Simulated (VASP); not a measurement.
Input of a VASP 6.6.1 run:

Contents of INCAR:

```
SYSTEM = BeC2
PREC = Accurate ; ENCUT = 520
EDIFF = 1E-7 ; ISMEAR = 0
SIGMA = 0.1 ; LREAL = .FALSE.
LASPH = .TRUE. ; NELM = 100
ALGO = Fast ; ISIF = 2
LWAVE = .FALSE. ; LCHARG = .FALSE.
GGA = PE ; NBANDS = 12
```

The input KPOINTS:

```
regular mesh
0
G
  8 8 8
  0 0 0
```

POSCAR

```
BeC2
1.0
   -1.9442364810      1.9442364810      2.3117147751
    1.9442364810     -1.9442364810      2.3117147751
    1.9442364810      1.9442364810     -2.3117147751
Be C
1 2
Direct
    0.0000000000      0.0000000000      0.0000000000
    0.6346781540      0.6346781540      0.0000000000
    0.3653218460      0.3653218460      0.0000000000
```

Potentials or basis: VASP PAW PBE potentials, release 64 (Be, C).

Run with:

```sh
$ cat potpaw_PBE.64/Be/POTCAR potpaw_PBE.64/C/POTCAR > POTCAR
$ mpirun -np 1 vasp_std > vasp.out
```

Problem. What does it give for the band gap on the k mesh?

Solution. 2.90 eV, indirect (least direct gap 3.32 eV).

Problem. Predict the largest force.

Solution. 0.110 eV/Å.

Forces on the atoms (eV/Å):
```
Be   0.000  0.000  0.000
C    0.000  0.000  0.110
C    0.000  0.000 -0.110
```

Caveat: the standard files for N, O and F lose accuracy on very short bonds. A k mesh can miss the band edges.
